The effective mass tells how a band bends at its edge: the more sharply the energy rises or falls with the wave vector k, the lighter the carrier. Here it comes from central differences of the band energies with a step of 0.02 Å⁻¹ along the cube axes x, y and z, and is given in units of the free-electron mass. The lightest and heaviest masses are the extremes over these axes and, for holes, over the three valence bands that meet at the edge. The band gap is the distance from the highest occupied to the lowest empty level anywhere in the Brillouin zone. The level of theory is PBE without spin–orbit coupling.

Zincblende crystals (space group F-43m) of group 13 and group 15 elements, each relaxed at the level given here with its symmetry kept. Ansatz 0.2.0, PBE, plane-wave PAW, scalar-relativistic, no spin polarisation, cutoff 420 eV. Gaps are taken over the whole zone, and masses by central differences along x, y and z at the band edges, with a step of 0.02 Å⁻¹.

```
formula  element on site A  Z A  element on site B  Z B  volume per atom (Å³)  shortest distance (Å)    k mesh  band gap (eV)  gap kind  lightest electron mass (electron mass)  lightest hole mass (electron mass)  heaviest electron mass (electron mass)  heaviest hole mass (electron mass)
     BN                  B    5                  N    7                  5.95                  1.569  12×12×12          4.463  indirect                                   0.300                               0.503                                   0.914                               0.532
     BP                  B    5                  P   15                 11.76                  1.970  10×10×10          1.249  indirect                                   0.227                               0.258                                    1.28                               0.334
    GaN                 Ga   31                  N    7                 11.76                  1.970  10×10×10          1.541    direct                                   0.142                               0.146                                   0.142                               0.897
    GaP                 Ga   31                  P   15                 20.85                  2.384     8×8×8          1.583    direct                                   0.102                              0.0986                                   0.102                               0.396
   GaAs                 Ga   31                 As   33                 23.71                  2.488  12×12×12          0.161    direct                                  0.0157                              0.0157                                  0.0157                               0.367
    InP                 In   49                  P   15                 26.46                  2.581  10×10×10          0.441    direct                                  0.0390                              0.0389                                  0.0390                               0.466
```

In GaN, GaP, GaAs and InP both band edges lie at the zone centre. The electron and the lightest hole have nearly the same mass in each of these crystals, and from the heaviest pair to the lightest the mass falls about ninefold, while the gap spans a factor of about ten. The heaviest hole behaves otherwise: it is almost as heavy in GaAs as in GaP, although the gap has nearly closed. BP breaks the pattern too, with a smaller gap than GaP but an electron more than twice as heavy.

Most of this follows from one question: how far away, at the same k, is the level with which the band edge interacts? The gap gives the answer for some of the masses only.

Two levels that repel

An electron on a line in a weak periodic potential is the simplest case. At the zone boundary two plane waves mix and leave a gap. A small step in k away from the boundary brings in a coupling through the momentum, and the two levels repel. The upper one bends up and the lower one down, the more sharply the closer they were, so a small gap makes both carriers light.

In the four crystals with zone-centre edges, the two partners are a conduction level of s character, the singlet, and one of three valence levels of p character. Call their distance Eg, the band gap, and let t = ħ²k²/2m₀ be the energy of a free electron at wave vector k. Let W, an energy, measure the strength of the momentum coupling. Counted from the valence edge, the two levels are

E = t + Eg/2 ± √(Eg²/4 + tW)

For small k this gives the inverse masses

1/m(electron) = W/Eg + 1
1/m(light hole) = W/Eg − 1

The free-electron term 1 drops out of their average, which is W/Eg. The light masses therefore shrink in proportion to the gap as long as W stays the same.

The bare pair of levels also demands that the two inverse masses differ by 2. In the four crystals they differ by less than 0.4, so other bands take part and largely cancel the free-electron term. For this reason W is an effective coupling that has absorbed some of their influence, and no pure property of two states.

One estimate in full

A W was worked out for each of the four crystals from its gap and the average of its two inverse masses, with the finite step allowed for. The geometric mean of the four values is 13.7 eV. InP, itself one of the four, shows how it is used. With ħ²/2m₀ ≈ 3.8 eV Å², the step gives

t = 3.8 × 0.02² = 0.00152 eV

and the two levels are pushed apart from their edges, free-electron term aside, by

√(0.441²/4 + 0.00152 × 13.7) − 0.441/2 = 0.2635 − 0.2205 ≈ 0.043 eV

The mass is t divided by this shift, 0.00152/0.043 ≈ 0.035. The calculation gives 0.039, so the estimate is about a tenth too light. Over the four crystals the common W misses the light mass by at most 21 % of the computed value, in GaN. As these rows also set W, that figure measures how well one constant describes them, and not how well it would predict a new crystal.

The finite step matters most in GaAs. There the band has already moved by about 0.10 eV at the first step, which is comparable with the gap of 0.161 eV, and the band is no longer a parabola. The model puts the mass at the very edge near 0.010, so the printed 0.0157 is some 60 % too heavy as a measure of the edge curvature. In InP the same error is about 9 %.

Why GaN and GaP part company

GaN and GaP have almost the same gap, yet the electron is 39 % heavier in GaN. In the model this means a weaker coupling, about 11 eV against 16 eV. The electron on a line would suggest the opposite, since a shorter repeat distance means a larger momentum at the zone boundary and hence a stronger coupling. The comparison with that simple system thus holds for the repulsion of two levels but fails for the strength of the coupling in GaN.

A possible reason is the polarity of the Ga–N bond. If the valence edge is drawn strongly towards nitrogen, it may overlap less favourably with the conduction singlet. This is a guess: the bond length and the admixture of gallium d states change at the same time, and the table does not separate them.

The heavy hole answers to another level

Three p levels meet at the valence edge, and a step along x treats them differently. By symmetry the x component of the momentum links the s-like singlet to the p level that points along x, and to neither of the other two. Those two form a pair that does not feel the singlet. In tetrahedral surroundings they are linked instead to a higher set of three p-like conduction levels, the triplet. With Δ for the distance of this triplet from the valence edge and Q for the coupling, the mass of the pair follows from

1/m(pair) = Q/Δ − 1

From GaP to GaAs the gap falls by 1.42 eV, but the triplet comes down by only 0.17 eV. This is why the light masses drop about sixfold while the heaviest hole merely goes from 0.396 to 0.367. In InP, too, the triplet stays near 4 eV although the singlet has come down by more than 1 eV. The Q that each mass requires is 13 to 14 eV in all three crystals, so a nearly fixed coupling and a nearly fixed distance account for a nearly fixed mass.

Theory explains why the singlet is the mobile level. It is the antibonding combination of s orbitals, which is pushed up by the overlap of neighbouring atoms. GaAs and InP have longer bonds than GaP, so the push is weaker, and in GaAs the deeper s level of arsenic lowers the singlet further. The valence edge and the triplet are both built from p orbitals and shift more nearly together.

GaN has by far the heaviest hole on the cube axes, 0.897. A triplet much farther from the valence edge would produce it, and a strongly polar bond could push the triplet there, but this remains untested. The axes also hide part of the picture: along a face diagonal of the cube one hole band of GaN is so flat that its mass exceeds 5.

Why BN and BP do not join in

BP and GaN have the same bond length, 1.970 Å, so the size of the crystal cannot be what separates them. The order of the levels does. At the zone centre of BP the singlet lies at least 7.3 eV above the valence edge, and the triplet, at 3.4 eV, is the lower of the two. The p level along x has lost its close partner, and no very light hole appears on the cube axes. The hole that belongs to this level has a mass of 0.334. That is still lighter than the distance and the W of GaP would give, so either the coupling is stronger or further levels take part.

The two kinds of hole even change places. In BP the pair that interacts with the triplet has the mass 0.258 and is the lightest hole on these axes, whereas in the other five crystals this pair is the heaviest. In BN the nearest conduction level at the zone centre is again the triplet, but at 8.8 eV. Along the cube axes all its holes are rather heavy, close to half the free-electron mass. The distance alone would make the pair heavier still: its mass requires a Q of about 25 eV, nearly twice that of GaP.

The electrons of BN and BP sit elsewhere in the zone. The conduction edge of BN lies at the point X, on the zone boundary along a cube axis, and that of BP about four fifths of the way there. The printed gap joins two different wave vectors, and momentum coupling acts only between levels at the same one. What counts is the vertical distance at the conduction edge, which is about 9.3 eV in BN and 5.2 eV in BP, down to a pair of valence levels.

Across the axis of the valley the electron interacts with this pair, and its mass is 0.300 in BN and 0.227 in BP. The crystal with the smaller vertical distance has the lighter electron, as the repulsion of levels requires when the couplings are similar. The vertical distance also explains the comparison with GaP: BP has the smaller gap, but its electron is 5.2 eV away from its partners, while that of GaP is only 1.6 eV away. Put into the formula for the electron, the two masses correspond to couplings of about 22 and 18 eV, somewhat above the W of the other crystals.

Along the axis of the valley symmetry cuts the link to this pair. No close level below makes the electron light, and its mass stays near that of a free electron: 0.914 in BN and 1.28 in BP. Another conduction band lies above the edge, about 1 eV away in BP and nearly 5 eV in BN. It should push the edge down as k changes and so add to the mass, but its share was not computed.

What carries over to real crystals

PBE places the singlet too low, and the relaxed cells, somewhat too large at this level, lower it further. Measured gaps of GaAs and InP are roughly 1.5 and 1.4 eV, quoted here as rounded textbook figures, so the very light masses in the table belong to gaps that are far too small. GaP comes out direct in this search of the zone, which could miss a shallow minimum between mesh points; the real crystal has its conduction edge near X, and its electrons resemble those of BP more than the table suggests. Spin–orbit coupling would split the valence edge of GaAs by about 0.3 eV, more than the computed gap, so the hole masses should not be set beside measured ones. For GaAs and InP the program also warns that a crossing of bands between the sampled k points may be missed; at the zone centre, where their masses are taken, the singlet does lie above the valence edge.

The reasoning is sturdier than the single values. To judge a related crystal, find where in the zone the band edge lies, then which level the momentum links to it along the chosen direction, and then how far away that level is at the same k. A change that closes a direct gap at the zone centre by lowering the singlet makes the electron and the light hole lighter together. It leaves the heavy hole nearly as it was, because that hole answers to the triplet.
